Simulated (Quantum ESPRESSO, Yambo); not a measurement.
**A GW run on BaS (Fm-3m) in Yambo, with inputs changed**

Aim: change inputs of a GW run on BaS (Fm-3m) and see what moves.

Calculated with Yambo 5.3.0; PBE and many-body steps on it, plane waves.

### Step 1. Starting point

The structure is cubic, space group Fm-3m (No. 225). Conventional cell: a = 6.388 Å, b = 6.388 Å, c = 6.388 Å, α = 90.00°, β = 90.00°, γ = 90.00°. Nearest to Ba lie 6 S at 3.19 Å. Nearest to S lie 6 Ba at 3.19 Å. Farther neighbours and most contacts between anions are not listed.

As a file:

```
Ba S
1.0
     0.00000    3.19375    3.19375
     3.19375    0.00000    3.19375
     3.19375    3.19375    0.00000
Ba S
1 1
Direct
  0.00000 0.00000 0.00000
  0.50000 0.50000 0.50000
```

The cell and positions come from the Crystallography Open Database and are kept as given unless a step says otherwise. Spin-orbit coupling is left out unless a step names it.

### Step 2. Base

This step: Yambo 5.3.0; G0W0 on PBE, plane waves, norm-conserving pseudopotentials.

G0W0 replaces the xc potential by the self-energy, built once from these orbitals. Only a window of levels is corrected, while the sums run over the empty bands that the input names.

gw2.in reads:

```
HF_and_locXC
gw0
dyson
ppa
em1d
rim_cut
RandQpts= 1000000
RandGvec= 1 RL
EXXRLvcs= 40 Ry
VXCRLvcs= 160 Ry
Chimod= "HARTREE"
% BndsRnXp
 1 | 321 |
%
NGsBlkXp= 17 Ry
% LongDrXp
 1 | 1 | 1 |
%
% GbndRnge
 1 | 321 |
%
DysSolver= "n"
ExtendOut
PPAPntXp= 27.21138 eV
% QPkrange
 1 | 1 | 7 | 10 |
 7 | 7 | 7 | 10 |
%
```

Started as:

```console
$ OMP_NUM_THREADS=1 mpirun -n 4 yambo -F gw2.in -J gw2 -C gw2 > gw2.log
```

The program printed:

```text
 Yambo, version 5.3.0

 [02] CORE Variables Setup
 =========================

  [... cell, symmetries and grids as in the set-up ...]

  [02.05] Energies & Occupations
  ==============================

  [X] === General ===
  [X] Electronic Temperature                        :  0.000000  0.000000 [eV K]
  [X] Bosonic    Temperature                        :  0.000000  0.000000 [eV K]
  [X] Finite Temperature mode                       : no
  [X] El. density                                   :  0.24558E+24 [cm-3]
  [X] Fermi Level                                   :  5.894091 [eV]

  [X] === Gaps and Widths ===
  [X] Conduction Band Min                           :  2.146280 [eV]
  [X] Valence Band Max                              :  0.000000 [eV]
  [X] Filled Bands                                  :   8
  [X] Empty Bands                                   :     9   776
  [X] Direct Gap                                    :  2.272370 [eV]
  [X] Direct Gap localized at k                     :   7
  [X] Indirect Gap                                  :  2.146280 [eV]
  [X] Indirect Gap between kpts                     :   1   7
  [X] Last valence band width                       :  1.057937 [eV]
  [X] 1st conduction band width                     :  3.430145 [eV]

 [03] Transferred momenta grid and indexing
 ==========================================

 IBZ Q-points                                      :   8
 BZ  Q-points                                      :   64

 K/Q-points units:
 rlu = crystal or reduced units; cc = cartesian coordinates; iku = interal k-units

 Q [1]          [rlu]:  0.000000  0.000000  0.000000
 Q [2]          [rlu]:  0.74313E-17  0.74313E-17  0.25000
 Q [3]          [rlu]: -0.14863E-16 -0.14863E-16 -0.50000
 Q [4]          [rlu]:  0.74488E-17  0.25000      0.25000
 Q [5]          [rlu]:  0.16929E-16  0.25000      0.50000
 Q [6]          [rlu]: -0.14863E-16  0.25000     -0.25000
 Q [7]          [rlu]: -0.14898E-16 -0.50000     -0.50000
 Q [8]          [rlu]:  0.250000 -0.500000 -0.250000

 [04] Coloumb potential Random Integration (RIM)
 ===============================================

  [04.01] RIM initialization
  ==========================

  * Diagonal components only detected *

  8 x (sBL volume)        :  0.070521 [a.u.]
  sBZ random points       :  1000000
  Points outside the sBZ  :   7987327
  RL volume               :  0.564170 [a.u.]
  Integrated volume       :  0.565065 [a.u.]

  [04.02] RIM integrals
  =====================

  Gamma point sphere radius             :  0.074942 [a.u.]
  Points outside the sphere             :   799513
  [Int_sBZ(q=0) 1/q^2]*(Vol_sBZ)^(-1/3) =:  7.764325
                                 should be <:  7.795600

  Summary of Coulomb integrals for non-metallic bands |Q|[au] RIM/Bare

  Q [1] 0.100000E-4 0.995988 * Q [2] 0.225398 1.066654
  Q [4] 0.260268 1.065697 * Q [6] 0.368074 1.027401
  Q [5] 0.431605 1.020783 * Q [3] 0.450797 1.018057
  Q [7] 0.520535 1.014668 * Q [8] 0.581976 1.011636

 [WARNING] [Xp] User bands 1-321 break level degeneracy

 [05] Dipoles
 ============

  [05.01] Setup: observables and procedures
  =========================================

 [06] Dynamic Dielectric Matrix (PPA)
 ====================================

 [WR./gw2//ndb.pp]---------------------------------------------------------------
  Brillouin Zone Q/K grids (IBZ/BZ)                :    8   64    8   64
  RL vectors                                       :  2421 [WF]
  Coulomb cutoff potential                         : none
  Electronic Temperature                           :  0.000000 [K]
  Bosonic    Temperature                           :  0.000000 [K]
  PPA    diel. fun.  energies                      : Perdew, Burke & Ernzerhof(X)+Perdew, Burke & Ernzerhof(C)
  wavefunctions                                    : Perdew, Burke & Ernzerhof(X)+Perdew, Burke & Ernzerhof(C)
  Global Gauge                                     : length
  X matrix size                                    :   537
  X band range                                     :     1   321
  X e/h energy range                               : -1.000000 -1.000000 [eV]
  X Time ordering                                  : R
  X Hxc Kernel                                     : HARTREE
  X Drude frequency                                :  0.000000  0.000000
  X poles                                          :  100.0000 [o/o]
  RL vectors in the sum                            :  2421
  [r,Vnl] included                                 : yes
  Field direction                                  :  0.577350E-5  0.577350E-5  0.577350E-5
  BZ energy Double Grid                            : no
  BZ energy DbGd points                            : 0
  BZ Q point size factor                           : -1.000000
  X Optical Averaged directions                    : none

 [07] Local Exchange-Correlation + Non-Local Fock
 ================================================

 [VXC] Plane waves :  15065
 [EXS] Plane waves :  1917

 QP @ state[ 1 ] K range:  1  1
 QP @ state[ 1 ] b range:   7  10
 QP @ state[ 2 ] K range:   7   7
 QP @ state[ 2 ] b range:   7  10

 [xc] Functional : Perdew, Burke & Ernzerhof(X)+Perdew, Burke & Ernzerhof(C)
 [xc] LIBXC used to calculate xc functional
  PP Number of Atomic Species                      :  2
  NLCC RL compoments                               :  15065
  PP Number of Atomic Species                      :  2
  NLCC RL compoments                               :  15065

 [xc] E_xc :  -6.043476 [Ha]
      E_xc :  -12.08695 [Ry]

  Local XC kind (lXC) : Perdew, Burke & Ernzerhof(X)+Perdew, Burke & Ernzerhof(C)
  Non-Local XC kind (nlXC) : Hartree-Fock

  Corrections @ K [1] :  [eV]
 <7|nlXC|7> = -15.67960 -0.14091E-16 <7|lXC|7> = -12.60175  0.94410E-16
 <8|nlXC|8> = -15.67957  0.41128E-17 <8|lXC|8> = -12.60175 -0.94409E-16
 <9|nlXC|9> = -4.019332 -0.29766E-18 <9|lXC|9> = -7.958255 -0.18880E-15
 <10|nlXC|10> = -4.535708 -0.13588E-18 <10|lXC|10> = -8.922664 -0.94415E-16

  Corrections @ K [7] :  [eV]
 <7|nlXC|7> = -15.67192  0.58859E-17 <7|lXC|7> = -12.53318 -0.94404E-16
 <8|nlXC|8> = -15.67182  0.13074E-16 <8|lXC|8> = -12.53318  0.23602E-15
 <9|nlXC|9> = -4.204415 -0.32881E-17 <9|lXC|9> = -7.957322  0.94416E-16
 <10|nlXC|10> = -6.058089  0.10120E-17 <10|lXC|10> = -10.95390 -0.94408E-16

 [08] Dyson equation: Newton solver
 ==================================

  [08.01] G0W0 (W PPA)
  ====================

  [  GW  ] Bands range     :     1   321
  [GW/PPA] G damping       :  0.100000 [eV]

  QP @ state[ 1 ] K range:  1  1
  QP @ state[ 1 ] b range:   7  10
  QP @ state[ 2 ] K range:   7   7
  QP @ state[ 2 ] b range:   7  10

   Sc/G bands                                       :     1   321
   Sc/G damping                                     :  0.100000 ev
   Sc bands terminator                              : no
   Sx RL components                                 :  1917

   QP @ state[ 1 ] K range                          :  1  1
   QP @ state[ 1 ] b range                          :   7  10
   QP @ state[ 2 ] K range                          :   7   7
   QP @ state[ 2 ] b range                          :   7  10
   GF energies kind                                 : Perdew, Burke & Ernzerhof(X)+Perdew, Burke & Ernzerhof(C)
   GF WF`s kind                                     : Perdew, Burke & Ernzerhof(X)+Perdew, Burke & Ernzerhof(C)
   Xs energies kind                                 : Perdew, Burke & Ernzerhof(X)+Perdew, Burke & Ernzerhof(C)
   Xs WF`s kind                                     : Perdew, Burke & Ernzerhof(X)+Perdew, Burke & Ernzerhof(C)

 [11] Game Over & Game summary
```

Wall time 9.4 min (4 MPI ranks of Arm Neoverse V1, shared host); peak memory 1.7 GiB.

This step gave:

| Item | Value |
| --- | --- |
| G0W0 gap on the points computed | 3.652 eV |
| starting gap on the mesh | 2.146 eV |
| k of the valence top | 0, 0, 0 |
| k of the conduction bottom | 0, -0.5, -0.5 |
| least direct G0W0 gap on the computed points | 3.795 eV |
| Z at the valence top | 0.7893 |
| Z at the conduction bottom | 0.8331 |

The gap on the mesh goes from 2.15 eV to 3.65 eV, a correction of +1.51 eV.

### Step 3. Core charge in Vxc

gw6.in, as its differences from gw2.in of step 2:

```diff
@@ -28 +28,2 @@
 %
+UseNLCC
```

Started as:

```console
$ OMP_NUM_THREADS=1 mpirun -n 4 yambo -F gw6.in -J gw6,gw2_W -C gw6 > gw6.log
```

The program printed:

```text
 Yambo, version 5.3.0

 [02] CORE Variables Setup
 =========================

  [... cell, symmetries and grids as in the set-up ...]

  [02.05] Energies & Occupations
  ==============================

  [X] === General ===
  [X] Electronic Temperature                        :  0.000000  0.000000 [eV K]
  [X] Bosonic    Temperature                        :  0.000000  0.000000 [eV K]
  [X] Finite Temperature mode                       : no
  [X] El. density                                   :  0.24558E+24 [cm-3]
  [X] Fermi Level                                   :  5.894091 [eV]

  [X] === Gaps and Widths ===
  [X] Conduction Band Min                           :  2.146280 [eV]
  [X] Valence Band Max                              :  0.000000 [eV]
  [X] Filled Bands                                  :   8
  [X] Empty Bands                                   :     9   776
  [X] Direct Gap                                    :  2.272370 [eV]
  [X] Direct Gap localized at k                     :   7
  [X] Indirect Gap                                  :  2.146280 [eV]
  [X] Indirect Gap between kpts                     :   1   7
  [X] Last valence band width                       :  1.057937 [eV]
  [X] 1st conduction band width                     :  3.430145 [eV]

 [03] Transferred momenta grid and indexing
 ==========================================

 IBZ Q-points                                      :   8
 BZ  Q-points                                      :   64

 K/Q-points units:
 rlu = crystal or reduced units; cc = cartesian coordinates; iku = interal k-units

 Q [1]          [rlu]:  0.000000  0.000000  0.000000
 Q [2]          [rlu]:  0.74313E-17  0.74313E-17  0.25000
 Q [3]          [rlu]: -0.14863E-16 -0.14863E-16 -0.50000
[...]
Q [7]          [rlu]: -0.14898E-16 -0.50000     -0.50000
 Q [8]          [rlu]:  0.250000 -0.500000 -0.250000

 [04] Coloumb potential Random Integration (RIM)
 ===============================================

 Summary of Coulomb integrals for non-metallic bands |Q|[au] RIM/Bare

 Q [1] 0.100000E-4 0.995988 * Q [2] 0.225398 1.066654
 Q [4] 0.260268 1.065697 * Q [6] 0.368074 1.027401
 Q [5] 0.431605 1.020783 * Q [3] 0.450797 1.018057
 Q [7] 0.520535 1.014668 * Q [8] 0.581976 1.011636

 [WARNING] [Xp] User bands 1-321 break level degeneracy

 [05] Dipoles
 ============

  [05.01] Setup: observables and procedures
  =========================================

 [06] Dynamic Dielectric Matrix (PPA)
 ====================================

   Sc/G bands                                       :     1   321
   Sc/G damping                                     :  0.100000 ev
   Sc bands terminator                              : no
   Sx RL components                                 :  1917

   QP @ state[ 1 ] K range                          :  1  1
   QP @ state[ 1 ] b range                          :   7  10
   QP @ state[ 2 ] K range                          :   7   7
   QP @ state[ 2 ] b range                          :   7  10
   GF energies kind                                 : Perdew, Burke & Ernzerhof(X)+Perdew, Burke & Ernzerhof(C)
   GF WF`s kind                                     : Perdew, Burke & Ernzerhof(X)+Perdew, Burke & Ernzerhof(C)
   Xs energies kind                                 : Perdew, Burke & Ernzerhof(X)+Perdew, Burke & Ernzerhof(C)
   Xs WF`s kind                                     : Perdew, Burke & Ernzerhof(X)+Perdew, Burke & Ernzerhof(C)

 [11] Game Over & Game summary
```

Run time: 6.5 min. Hardware: 4 MPI ranks; peak memory 1.6 GiB.

Numbers from this step:

```
G0W0 gap on the points computed              : 3.408 eV
starting gap on the mesh                     : 2.146 eV
k of the valence top                         : 0, 0, 0
k of the conduction bottom                   : 0, -0.5, -0.5
least direct G0W0 gap on the computed points : 3.524 eV
Z at the valence top                         : 0.7893
Z at the conduction bottom                   : 0.8331
```

Against G0W0 in Yambo (4×4×4 mesh, 321 bands, screening to 231.3 eV, Godby-Needs plasmon pole), the gap moves by −0.244 eV.

### Step 4. Field direction

gw7.in, as its differences from gw6.in of step 3:

```diff
@@ -16,3 +16,3 @@
 % LongDrXp
- 1 | 1 | 1 |
+ 1 | 0 | 0 |
 %
@@ -28,2 +28 @@
 %
-UseNLCC
```

Started as:

```console
$ OMP_NUM_THREADS=1 mpirun -n 4 yambo -F gw7.in -J gw7 -C gw7 > gw7.log
```

The program printed:

```text
 Yambo, version 5.3.0

 [02] CORE Variables Setup
 =========================

  [... cell, symmetries and grids as in the set-up ...]

  [02.05] Energies & Occupations
  ==============================

  [X] === General ===
  [X] Electronic Temperature                        :  0.000000  0.000000 [eV K]
  [X] Bosonic    Temperature                        :  0.000000  0.000000 [eV K]
  [X] Finite Temperature mode                       : no
  [X] El. density                                   :  0.24558E+24 [cm-3]
[...]
QP @ state[ 1 ] b range                          :   7  10
   QP @ state[ 2 ] K range                          :   7   7
   QP @ state[ 2 ] b range                          :   7  10
   GF energies kind                                 : Perdew, Burke & Ernzerhof(X)+Perdew, Burke & Ernzerhof(C)
   GF WF`s kind                                     : Perdew, Burke & Ernzerhof(X)+Perdew, Burke & Ernzerhof(C)
   Xs energies kind                                 : Perdew, Burke & Ernzerhof(X)+Perdew, Burke & Ernzerhof(C)
   Xs WF`s kind                                     : Perdew, Burke & Ernzerhof(X)+Perdew, Burke & Ernzerhof(C)

 [11] Game Over & Game summary
```

The job ended after 9.3 min (4 MPI ranks; peak memory 1.7 GiB).

Numbers from this step:

| Property | Result |
| --- | --- |
| G0W0 gap on the points computed | 3.652 eV |
| starting gap on the mesh | 2.146 eV |
| k of the valence top | 0, 0, 0 |
| k of the conduction bottom | 0, -0.5, -0.5 |
| least direct G0W0 gap on the computed points | 3.795 eV |

Against G0W0 in Yambo (4×4×4 mesh, 321 bands, screening to 231.3 eV, Godby-Needs plasmon pole), the gap moves by +0.0001 eV.

### Step 5. Two empty bands

gw8.in, as its differences from gw7.in of step 4:

```diff
@@ -12,3 +12,3 @@
 % BndsRnXp
- 1 | 321 |
+ 1 | 10 |
 %
@@ -16,6 +16,6 @@
 % LongDrXp
- 1 | 0 | 0 |
+ 1 | 1 | 1 |
 %
 % GbndRnge
- 1 | 321 |
+ 1 | 10 |
 %
```

Started as:

```console
$ OMP_NUM_THREADS=1 mpirun -n 4 yambo -F gw8.in -J gw8 -C gw8 > gw8.log
```

The program printed:

```text
 Yambo, version 5.3.0

 [02] CORE Variables Setup
 =========================

  [... cell, symmetries and grids as in the set-up ...]

  [02.05] Energies & Occupations
  ==============================

  [X] === General ===
  [X] Electronic Temperature                        :  0.000000  0.000000 [eV K]
  [X] Bosonic    Temperature                        :  0.000000  0.000000 [eV K]
  [X] Finite Temperature mode                       : no
  [X] El. density                                   :  0.24558E+24 [cm-3]
  [X] Fermi Level                                   :  5.894091 [eV]

  [X] === Gaps and Widths ===
  [X] Conduction Band Min                           :  2.146280 [eV]
  [X] Valence Band Max                              :  0.000000 [eV]
  [X] Filled Bands                                  :   8
  [X] Empty Bands                                   :     9   776
  [X] Direct Gap                                    :  2.272370 [eV]
  [X] Direct Gap localized at k                     :   7
  [X] Indirect Gap                                  :  2.146280 [eV]
  [X] Indirect Gap between kpts                     :   1   7
  [X] Last valence band width                       :  1.057937 [eV]
  [X] 1st conduction band width                     :  3.430145 [eV]

 [03] Transferred momenta grid and indexing
 ==========================================

 IBZ Q-points                                      :   8
 BZ  Q-points                                      :   64

 K/Q-points units:
 rlu = crystal or reduced units; cc = cartesian coordinates; iku = interal k-units

 Q [1]          [rlu]:  0.000000  0.000000  0.000000
 Q [2]          [rlu]:  0.74313E-17  0.74313E-17  0.25000
 Q [3]          [rlu]: -0.14863E-16 -0.14863E-16 -0.50000
[...]
NLCC RL compoments                               :  15065
  PP Number of Atomic Species                      :  2
  NLCC RL compoments                               :  15065

 [xc] E_xc :  -6.043476 [Ha]
      E_xc :  -12.08695 [Ry]

  Local XC kind (lXC) : Perdew, Burke & Ernzerhof(X)+Perdew, Burke & Ernzerhof(C)
  Non-Local XC kind (nlXC) : Hartree-Fock

  Corrections @ K [1] :  [eV]
 <7|nlXC|7> = -15.67960 -0.14091E-16 <7|lXC|7> = -12.60175  0.94410E-16
 <8|nlXC|8> = -15.67957  0.41128E-17 <8|lXC|8> = -12.60175 -0.94409E-16
 <9|nlXC|9> = -4.019332 -0.29766E-18 <9|lXC|9> = -7.958255 -0.18880E-15
[...]
Corrections @ K [7] :  [eV]
[...]
<9|nlXC|9> = -4.204415 -0.32881E-17 <9|lXC|9> = -7.957322  0.94416E-16
 <10|nlXC|10> = -6.058089  0.10120E-17 <10|lXC|10> = -10.95390 -0.94408E-16

 [08] Dyson equation: Newton solver
 ==================================

  [08.01] G0W0 (W PPA)
  ====================

  [  GW  ] Bands range     :   1  10
  [GW/PPA] G damping       :  0.100000 [eV]

  QP @ state[ 1 ] K range:  1  1
  QP @ state[ 1 ] b range:   7  10
  QP @ state[ 2 ] K range:   7   7
  QP @ state[ 2 ] b range:   7  10

   Sc/G bands                                       :   1  10
   Sc/G damping                                     :  0.100000 ev
   Sc bands terminator                              : no
   Sx RL components                                 :  1917

   QP @ state[ 1 ] K range                          :  1  1
   QP @ state[ 1 ] b range                          :   7  10
   QP @ state[ 2 ] K range                          :   7   7
   QP @ state[ 2 ] b range                          :   7  10
   GF energies kind                                 : Perdew, Burke & Ernzerhof(X)+Perdew, Burke & Ernzerhof(C)
   GF WF`s kind                                     : Perdew, Burke & Ernzerhof(X)+Perdew, Burke & Ernzerhof(C)
   Xs energies kind                                 : Perdew, Burke & Ernzerhof(X)+Perdew, Burke & Ernzerhof(C)
   Xs WF`s kind                                     : Perdew, Burke & Ernzerhof(X)+Perdew, Burke & Ernzerhof(C)

 [11] Game Over & Game summary
```

The job ended after 18 s (4 MPI ranks; peak memory 1.1 GiB).

The run ended normally, though the input holds a fault or crude settings.

The fault put into this input: two empty bands. It printed a gap of 4.70 eV, an artefact of the input.

### Step 6. Side by side

Times are wall times on 4 MPI ranks of Arm Neoverse V1, shared host, good to a factor of about two.

| run | mesh | bands | screening cutoff (eV) | DFT gap (eV) | gap on the mesh (eV) | direct (eV) | time |
| --- | --- | --- | --- | --- | --- | --- | --- |
| base | 4×4×4 | 321 | 231.3 | 2.146 | 3.652 | 3.795 | 9.4 min |
| core charge in Vxc | 4×4×4 | 321 | 231.3 | 2.146 | 3.408 | 3.524 | 6.5 min |
| field direction | 4×4×4 | 321 | 231.3 | 2.146 | 3.652 | 3.795 | 9.3 min |

### Step 7. Outcome

| Item | Value |
| --- | --- |
| base | 3.652 eV |
| core charge in Vxc | 3.408 eV |
| field direction | 3.652 eV |
| known limits | not at the basis limit; no spin-orbit coupling |

In words: Core charge in Vxc: −0.244 eV against base (keys changed: UseNLCC). Field direction: no change against base (keys changed: LongDrXp). Bands and cutoff are finite, so the gap is not at the basis limit. The miss can reach some tenths of an eV and take either sign; the mesh is an error of its own. In the G0W0 runs levels were corrected at 2 k points alone, so a gap called «on the mesh» is the least over those, and an edge elsewhere would be missed. The many-body steps are scalar-relativistic: spin-orbit coupling is not in them.

[Paths, hosts, dates, memory and timing lines, banners, echoed tables and standing remarks are left out of the program output.]

[Logs are printed without paths, hosts, clocks, repeated set-up lines and the standing remarks that a program may print on its own settings, such as how far it seeks lower states.]

[Runs of the session that timed out or met a known fault of the program may be left out.]

[Hosts, paths, dates, database ids (printed as entryN), source tags and the programs' standing remarks are cut or masked in the printed files.]
